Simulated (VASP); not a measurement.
# TiC in VASP: relaxation of the atoms with PBEsol

Aim: the relaxation of the atoms of TiC with PBEsol.

Everything below comes from runs of VASP 6.6.1. Logs are shortened: lines on timing, memory, paths and dates and some standing lists are left out, and cuts for length are marked.

### 1 Starting point

The cell holds a slab with vacuum, 10 atoms: a = 3.054 Å, b = 3.054 Å, c = 24.637 Å, α = 90.00°, β = 90.00°, γ = 90.00°.

### 2 Relaxation of the atoms, PBEsol

Contents of INCAR:

```
PREC = Accurate
ENCUT = 520
EDIFF = 1E-6
ISMEAR = 1
SIGMA = 0.1
LREAL = F
LASPH = T
NELM = 100
ALGO = Fast
ISIF = 2
LWAVE = F
LCHARG = F
LDIPOL = T
IDIPOL = 3
DIPOL = 0.5 0.5 0.500
GGA = PS
IBRION = 2
NSW = 100
EDIFFG = -0.015
KPAR = 8
```

Contents of KPOINTS:

```
Automatic mesh
0
Gamma
  10 10 1
```

Contents of POSCAR:

```
TiC
1.0
    3.0537113450      0.0000000000      0.0000000000
    0.0000000000      3.0537113450      0.0000000000
    0.0000000000      0.0000000000     24.6372000000
Ti C
5 5
Direct
    0.5000000000      0.5000000000      0.3247122238
    0.0000000000      0.0000000000      0.4123561119
    0.5000000000      0.5000000000      0.5000000000
    0.0000000000      0.0000000000      0.5876438881
    0.5000000000      0.5000000000      0.6752877762
    0.0000000000      0.0000000000      0.3247122238
    0.5000000000      0.5000000000      0.4123561119
    1.0000000000      0.0000000000      0.5000000000
    0.5000000000      0.5000000000      0.5876438881
    0.0000000000      0.0000000000      0.6752877762
```

Potentials or basis: VASP PAW PBE potentials, release 64 (Ti_sv, C).

The run is started by

```
cat potpaw_PBE.64/Ti_sv/POTCAR potpaw_PBE.64/C/POTCAR > POTCAR
mpirun -np 8 vasp_std > vasp.out
```

OUTCAR:

```text
PREC = Accurate
   ENCUT = 520
   EDIFF = 1E-6
   ISMEAR = 1
   LREAL = F
   LASPH = T
   NELM = 100
   ISIF = 2
   GGA = PS
   IBRION = 2
   NSW = 100
   EDIFFG = -0.015

 ion  position               nearest neighbor table
   1  0.500  0.500  0.325-   6 2.16   6 2.16   6 2.16   6 2.16   7 2.16
   2  0.000  0.000  0.412-   7 2.16   7 2.16   7 2.16   7 2.16   8 2.16   6 2.16
   3  0.500  0.500  0.500-   8 2.16   8 2.16   8 2.16   8 2.16   9 2.16   7 2.16
   4  0.000  0.000  0.588-   9 2.16   9 2.16   9 2.16   9 2.16   8 2.16  10 2.16
   5  0.500  0.500  0.675-  10 2.16  10 2.16  10 2.16  10 2.16   9 2.16
   6  0.000  0.000  0.325-   1 2.16   1 2.16   1 2.16   1 2.16   2 2.16
   7  0.500  0.500  0.412-   2 2.16   2 2.16   2 2.16   2 2.16   3 2.16   1 2.16
   8  0.000  0.000  0.500-   3 2.16   3 2.16   3 2.16   3 2.16   4 2.16   2 2.16
   9  0.500  0.500  0.588-   4 2.16   4 2.16   4 2.16   4 2.16   3 2.16   5 2.16
  10  0.000  0.000  0.675-   5 2.16   5 2.16   5 2.16   5 2.16   4 2.16

  LATTYP: Found a simple tetragonal cell.
 ALAT       =     3.0537113450
 C/A-ratio  =     8.0679531287

  Lattice vectors:

 A1 = (   3.0537113450,   0.0000000000,   0.0000000000)
 A2 = (   0.0000000000,   3.0537113450,   0.0000000000)
 A3 = (   0.0000000000,   0.0000000000,  24.6372000000)

Analysis of symmetry for initial positions (statically):
=====================================================================
 Subroutine PRICEL returns:
 Original cell was already a primitive cell.

 Routine SETGRP: Setting up the symmetry group for a
 simple tetragonal supercell.

 Subroutine GETGRP returns: Found 16 space group operations
 (whereof 16 operations were pure point group operations)
 out of a pool of 16 trial point group operations.

The static configuration has the point symmetry D_4h.

Analysis of symmetry for dynamics (positions and initial velocities):
=====================================================================
 Subroutine PRICEL returns:
 Original cell was already a primitive cell.

 Routine SETGRP: Setting up the symmetry group for a
 simple tetragonal supercell.

 Subroutine GETGRP returns: Found 16 space group operations
 (whereof 16 operations were pure point group operations)
 out of a pool of 16 trial point group operations.

The dynamic configuration has the point symmetry D_4h.

 Subroutine INISYM returns: Found 16 space group operations
 (whereof 16 operations are pure point group operations),
 and found     1 'primitive' translations

----------------------------------------------------------------------------------------

                                     Primitive cell

  volume of cell :     229.7457

  direct lattice vectors                    reciprocal lattice vectors
     3.053711345  0.000000000  0.000000000     0.327470375  0.000000000  0.000000000
     0.000000000  3.053711345  0.000000000     0.000000000  0.327470375  0.000000000
     0.000000000  0.000000000 24.637200000     0.000000000  0.000000000  0.040589028

  length of vectors
     3.053711345  3.053711345 24.637200000     0.327470375  0.327470375  0.040589028

  position of ions in fractional coordinates (direct lattice)
     0.500000000  0.500000000  0.324712224
     0.000000000  0.000000000  0.412356112
     0.500000000  0.500000000  0.500000000
     0.000000000  0.000000000  0.587643888
     0.500000000  0.500000000  0.675287776
     0.000000000  0.000000000  0.324712224
     0.500000000  0.500000000  0.412356112
     0.000000000  0.000000000  0.500000000
     0.500000000  0.500000000  0.587643888
     0.000000000  0.000000000  0.675287776

  ion indices of the primitive-cell ions
   primitive index   ion index
                 1           1
                 2           2
                 3           3
                 4           4
                 5           5
                 6           6
                 7           7
[... 57 lines left out ...]
   dimension x,y,z NGXF=    48 NGYF=   48 NGZF=  384
   ions per type =               5   5
   NGX,Y,Z   is equivalent  to a cutoff of  13.07, 13.07, 12.96 a.u.
   NGXF,Y,Z  is equivalent  to a cutoff of  26.13, 26.13, 25.91 a.u.
 SYSTEM =  unknown system
   PREC   = accura    normal or accurate (medium, high low for compatibility)
   ISTART =      0    job   : 0-new  1-cont  2-samecut
   ICHARG =      2    charge: 1-file 2-atom 10-const
   ISPIN  =      1    spin polarized calculation?
   LNONCOLLINEAR =      F non collinear calculations
   LSORBIT =      F    spin-orbit coupling
   LASPH  =      T    aspherical Exc in radial PAW
   ENCUT  =  520.0 eV  38.22 Ry    6.18 a.u.   5.68  5.68 45.81*2*pi/ulx,y,z
   NELM   =    100;   NELMIN=  2; NELMDL= -5     # of ELM steps
   EDIFF  = 0.1E-05   stopping-criterion for ELM
   LREAL  =      F    real-space projection
   EDIFFG = -.1E-01   stopping-criterion for IOM
   NSW    =    100    number of steps for IOM
   IBRION =      2    ionic relax: 0-MD 1-quasi-New 2-CG
   NFREE  =      1    steps in history (QN), initial steepest desc. (CG)
   ISIF   =      2    stress and relaxation
   ISYM   =      2    0-nonsym 1-usesym 2-fastsym
   POTIM  = 0.5000    time-step for ionic-motion
   TEBEG  =    0.0;   TEEND  =   0.0 temperature during run
   PSTRESS=    0.0 pullay stress
   NELECT =      80.0000    total number of electrons
   NUPDOWN=      -1.0000    fix difference up-down
   EMIN   =  10.00;   EMAX   =-10.00  energy-range for DOS
   EFERMI =   0.00;   METHOD = LEGACY
   ISMEAR =     1;   SIGMA  =   0.10  broadening in eV -4-tet -1-fermi 0-gaus
   EFERMI_NEDOS =   21; number of points for ismear=-14 and -15
   IALGO  =     68    algorithm
   IMIX   =      4    mixing-type and parameters
     AMIX     =   0.40;   BMIX     =  1.00
     AMIX_MAG =   1.60;   BMIX_MAG =  1.00
  volume/ion in A,a.u.               =      22.97       155.04
  Fermi-wavevector in a.u.,A,eV,Ry     =   1.151743  2.176479 18.048302  1.326513
  Thomas-Fermi vector in A             =   2.288399
   LORBIT       =      0    0 simple, 1 ext, 2 COOP (PROOUT), +10 PAW based schemes
   GGA     = PS    functional components
   LHFCALC =     F    Hartree Fock is set to
   AEXX    =    0.0000 exact exchange contribution
   IVDW    =     0    specifies the selected vdW correction
   LEPSILON=     F    determine dielectric tensor
   LRPA    =     F    only Hartree local field effects (RPA)
 conjugate gradient relaxation of ions
 non-spin polarized calculation
 RMM-DIIS sequential band-by-band and
 Methfessel and Paxton  Order N= 1 SIGMA  =   0.10
  energy-cutoff  :      520.00
  volume of cell :      229.75
 maximum number of plane-waves:      6248
 NGX is ok and might be reduce to    24
   NGX = 11   NGY = 11   NGZ = 91

--------------------------------------- Ionic step        1  -------------------------------------------

 number of electron      80.0000021 magnetization

 Free energy of the ion-electron system (eV)
  ---------------------------------------------------
  ext. energy  EPLUGINS =         0.00000000
  ---------------------------------------------------
  free energy    TOTEN  =       -96.58921114 eV

  energy without entropy =      -96.58840653  energy(sigma->0) =      -96.58894294

------------------------ aborting loop because EDIFF is reached ----------------------------------------

  FORCE on cell =-STRESS in cart. coord.  units (eV):
  Direction    XX          YY          ZZ          XY          YZ          ZX
  --------------------------------------------------------------------------------------
  -------------------------------------------------------------------------------------
  Total       -7.3865596     -7.3865596     -4.3547440      0.0000000      0.0000000      0.0000000
  in kB      -51.5116516    -51.5116516    -30.3686789      0.0000000      0.0000000      0.0000000
  external PRESSURE =     -44.4639940 kB  Pullay stress =       0.0000000 kB
[... 113 lines left out ...]
  FREE ENERGIE OF THE ION-ELECTRON SYSTEM (eV)
  ---------------------------------------------------
  free  energy   TOTEN  =       -96.7594626649 eV

  energy  without entropy=      -96.7579786937  energy(sigma->0) =      -96.75896801

[... ionic steps 4 to 7 ...]

--------------------------------------- Ionic step        8  -------------------------------------------

 number of electron      80.0000035 magnetization

 dipolmoment           0.000000      0.000000      0.000000 electrons x Angstroem

------------------------ aborting loop because EDIFF is reached ----------------------------------------

  FORCE on cell =-STRESS in cart. coord.  units (eV):
  Direction    XX          YY          ZZ          XY          YZ          ZX
  --------------------------------------------------------------------------------------
  -------------------------------------------------------------------------------------
  Total       -6.7660421     -6.7660421     -0.6974602      0.0000000      0.0000000     -0.0000000
  in kB      -47.1843488    -47.1843488     -4.8638786      0.0000000      0.0000000     -0.0000000
  external PRESSURE =     -33.0775254 kB  Pullay stress =       0.0000000 kB
[... 75 lines left out ...]
--------------------------------------- Ionic step       10  -------------------------------------------

 number of electron      80.0000028 magnetization

 dipolmoment           0.000000      0.000000     -0.000000 electrons x Angstroem

 Free energy of the ion-electron system (eV)
  ---------------------------------------------------
  ext. energy  EPLUGINS =         0.00000000
  ---------------------------------------------------
  free energy    TOTEN  =       -96.77407342 eV

  energy without entropy =      -96.77249371  energy(sigma->0) =      -96.77354685

 E-fermi :   1.4376     XC(G=0):  -6.3177

 val. band max:        1.4224825792   @ k =   0.1000   0.1000   0.0000
 cond. band min:       1.4947419992   @ k =   0.4000   0.3000   0.0000
 fundamental gap:      0.0722594200
 Fermi energy:         1.4376066166

 k-point     1 :       0.0000    0.0000    0.0000
  band No.  band energies     occupation
      1     -54.7422      2.00000
      2     -54.6941      2.00000
      3     -54.6630      2.00000
      4     -54.5728      2.00000
      5     -54.5718      2.00000
      6     -31.3107      2.00000
[... 1060 lines left out ...]
     47       4.2929      0.00000
     48       5.0837      0.00000

------------------------ aborting loop because EDIFF is reached ----------------------------------------

 vacuum level on the upper side and lower side of the slab       (xc-potential included)        -0.006        -0.006

  FORCE on cell =-STRESS in cart. coord.  units (eV):
  Direction    XX          YY          ZZ          XY          YZ          ZX
  --------------------------------------------------------------------------------------
  -------------------------------------------------------------------------------------
  Total       -6.5784300     -6.5784300     -0.0252321      0.0000000      0.0000000      0.0000000
  in kB      -45.8759979    -45.8759979     -0.1759613      0.0000000      0.0000000      0.0000000
  external PRESSURE =     -30.6426523 kB  Pullay stress =       0.0000000 kB
[... 25 lines left out ...]
  FREE ENERGIE OF THE ION-ELECTRON SYSTEM (eV)
  ---------------------------------------------------
  free  energy   TOTEN  =       -96.7740734156 eV

  energy  without entropy=      -96.7724937111  energy(sigma->0) =      -96.77354685

 reached required accuracy - stopping structural energy minimisation

 vacuum level on the upper side and lower side of the slab         6.107         6.107
```

Wall time 12 min (8 MPI ranks of Intel Xeon Platinum 8488C (Sapphire Rapids), shared host); peak memory 0.5 GiB.

What came out:

| Item | Value |
| --- | --- |
| Free energy | -96.7741 eV |
| Energy gained by relaxing | 18.5 meV/atom |
| Ionic steps | 10 |
| Largest force after relaxing | 0.011 eV/Å |
| Band gap on the k mesh | none (metal or under the smearing width) |

Forces on the atoms (eV/Å):
```
Ti   0.000  0.000 -0.011
Ti   0.000  0.000  0.002
Ti   0.000  0.000  0.000
Ti   0.000  0.000 -0.002
Ti   0.000  0.000  0.011
C    0.000  0.000  0.009
C    0.000  0.000  0.001
C    0.000  0.000  0.000
C    0.000  0.000 -0.001
C    0.000  0.000 -0.009
```

Step by step:
| step | energy change (eV) | largest force (eV/Å) | pressure (GPa) |
| --- | --- | --- | --- |
| 1 | 0.0000 | 1.5935 | -4.45 |
| 2 | -0.1668 | 0.3855 | -3.74 |
| 3 | -0.1703 | 0.2422 | -3.85 |
| 4 | -0.1753 | 0.0950 | -3.77 |
| 5 | -0.1768 | 0.1546 | -3.70 |
| 6 | -0.1807 | 0.1105 | -3.55 |
| 7 | -0.1830 | 0.0873 | -3.35 |
| 8 | -0.1831 | 0.0940 | -3.31 |
| 9 | -0.1848 | 0.0233 | -3.11 |
| 10 | -0.1849 | 0.0110 | -3.06 |

Final structure:
```
Ti C
1.0
     3.05371    0.00000    0.00000
     0.00000    3.05371    0.00000
     0.00000    0.00000   24.63720
Ti C
5 5
Direct
  0.50000 0.50000 0.32904
  0.00000 0.00000 0.41370
  0.50000 0.50000 0.50000
  0.00000 0.00000 0.58630
  0.50000 0.50000 0.67096
  0.00000 0.00000 0.32458
  0.50000 0.50000 0.41269
  0.00000 0.00000 0.50000
  0.50000 0.50000 0.58731
  0.00000 0.00000 0.67542
```

Levels at points of the mesh, in eV from the Fermi level:
```
           k point  band 36  band 37  band 38  band 39  band 40  band 41  band 42  band 43  band 44  band 45
(0.00, 0.00, 0.00)    -0.18    -0.18     0.11     0.11     0.38     0.58     0.58     0.76     1.49     1.49
(0.50, 0.00, 0.00)    -2.51    -2.05    -2.05    -2.01    -2.00     2.38     2.41     2.52     2.55     2.78
(0.50, 0.50, 0.00)    -0.98    -0.82    -0.82    -0.52    -0.52    -0.05     0.68     1.50     1.50     2.78
```

Caveat: the PAW data sets were made with another functional, which shifts forces and pressure a little.
